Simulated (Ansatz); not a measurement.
**HgS**

Computed with Ansatz (plane waves, PAW, 420 eV cutoff): PBE, scalar-relativistic, no spin polarisation, Γ-centred 10×10×10 mesh, 0.05 eV Gaussian smearing; PAW files: Ansatz's generated set soft_2.

```cif
data_structure
_symmetry_space_group_name_H-M 'F-43m'
_symmetry_Int_Tables_number 216
_cell_length_a 5.9910
_cell_length_b 5.9910
_cell_length_c 5.9910
_cell_angle_alpha 90.000
_cell_angle_beta 90.000
_cell_angle_gamma 90.000
_cell_volume 215.03
loop_
_atom_site_label
_atom_site_type_symbol
_atom_site_symmetry_multiplicity
_atom_site_Wyckoff_symbol
_atom_site_fract_x
_atom_site_fract_y
_atom_site_fract_z
_atom_site_occupancy
Hg1 Hg 4 a 0.00000 0.00000 0.00000 1
S1 S 4 c 0.25000 0.25000 0.25000 1
```

The chain of runs began from a cell as deposited in COD, expanded in volume.

Q: Which orbitals carry the states at the Fermi level, and how many states are there?

A: The filled and empty bands only just touch, so this is a zero-gap or semimetallic case rather than a good metal. Within 0.1 eV of it: S 3p 85 %, Hg 5d 15 % (shares among the projected shells). The density of states at the Fermi level is about 0.076 states/eV per cell, averaged over 0.3 eV.

Density of states (tetrahedra, averaged over 0.5 eV; states/eV per cell of 2 atoms; energy in eV from the Fermi level; projections on Löwdin-orthogonalised atomic orbitals, summed over sites):

```
    E  total  Hg 5d  S 3p  Hg 6s  S 3s
-6.60    7.6    6.4   1.1    0.1   0.0
-6.10    8.8    8.3   0.4    0.1   0.0
-5.60    3.5    3.1   0.1    0.1   0.1
-5.10    0.1    0.1   0.0    0.0   0.0
-4.60    1.8    0.4   0.8    0.6   0.1
-4.10    0.8    0.2   0.3    0.2   0.1
-3.60    0.5    0.1   0.2    0.1   0.0
-3.10    0.3    0.1   0.1    0.1   0.0
-2.60    0.9    0.1   0.7    0.1   0.0
-2.10    1.9    0.2   1.5    0.1   0.0
-1.60    2.2    0.3   1.8    0.0   0.0
-1.10    2.1    0.3   1.8    0.0   0.0
-0.60    1.1    0.1   0.9    0.0   0.0
-0.10    0.2    0.0   0.2    0.0   0.0
 0.40    0.0    0.0   0.0    0.0   0.0
 0.90    0.1    0.0   0.0    0.0   0.0
 1.40    0.3    0.0   0.1    0.1   0.0
 1.90    0.7    0.0   0.2    0.3   0.0
 2.40    0.8    0.0   0.3    0.4   0.0
 2.90    1.3    0.0   0.5    0.6   0.0
 3.40    0.9    0.0   0.4    0.4   0.0
 3.90    0.3    0.0   0.0    0.0   0.0
```

These numbers lack spin–orbit coupling. At this volume the filled and empty bands only touch, so this is a zero-gap semimetal rather than a metal, and a semilocal functional can cause such a touching. The relaxed cell is 7 % larger in volume than the cell of this structure in the Crystallography Open Database (25.05 Å³/atom, 1963).
